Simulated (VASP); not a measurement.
Crystal: TiS2.

```
Ti S
1.0
     3.41200    0.00000    0.00000
    -1.70600    2.95488    0.00000
     0.00000    0.00000    5.69500
Ti S
1 2
Direct
  0.00000 0.00000 0.00000
  0.33333 0.66667 0.25000
  0.66667 0.33333 0.75000
```

```yaml
Program: VASP 6.6.1
Task: relaxation of cell and atoms
Functional: PBE
Dispersion: D3(BJ)
Potentials_or_basis: VASP PAW PBE potentials, release 64 (Ti_sv, S)
Cutoff: 520 eV
k_mesh: 6 × 6 × 4
Occupations: gaussian, width 0.02 eV
Spin: no spin polarisation
```

At the start: pressure -2.9 GPa; volume 19.14 Å³/atom.

**Question.** How do energy, volume and symmetry change on relaxing?

**Answer.** Over 25 steps the energy falls by 8.8 meV/atom and the volume is 17.98 Å³/atom (-6.1 %); space group P-3m1 (No. 164, to 0.05 Å).

The path:
```tsv
step	energy change (eV)	largest force (eV/Å)	pressure (GPa)	volume (Å³)
1	0.0000	0.1078	-2.90	57.42
2	-0.0033	0.5180	2.65	54.58
3	-0.0149	0.2149	-0.08	55.88
4	-0.0185	0.1326	-0.09	55.58
5	-0.0205	0.0610	-0.22	55.21
6	-0.0179	0.1195	-0.40	54.49
7	-0.0209	0.0221	-0.29	55.03
8	-0.0209	0.0081	-0.30	54.98
9	-0.0219	0.0637	0.31	54.49
10	-0.0220	0.0746	0.43	54.39
11	-0.0227	0.0571	0.33	54.31
12	-0.0243	0.0043	0.06	54.07
13	-0.0248	0.1300	-0.32	53.59
14	-0.0253	0.0648	-0.13	53.82
15	-0.0260	0.0266	0.18	53.63
16	-0.0260	0.0158	0.26	53.58
17	-0.0262	0.0278	-0.01	53.72
18	-0.0262	0.0262	0.03	53.70
19	-0.0262	0.0163	0.07	53.72
20	-0.0263	0.0134	0.14	53.79
21	-0.0263	0.0107	0.12	53.83
22	-0.0264	0.0028	-0.03	53.93
23	-0.0264	0.0022	-0.02	53.93
24	-0.0264	0.0001	-0.01	53.93
25	-0.0264	0.0007	-0.01	53.93
```

Final structure:
```
CELL_PARAMETERS angstrom
3.36480 0.00000 0.00000
-1.68240 2.91400 0.00000
0.00000 0.00000 5.50002
ATOMIC_POSITIONS crystal
Ti 0.00000 0.00000 0.00000
S 0.33333 0.66667 0.25929
S 0.66667 0.33333 0.74071
```

Caveat: pairwise dispersion overbinds metals, which lowers pressure and volume.
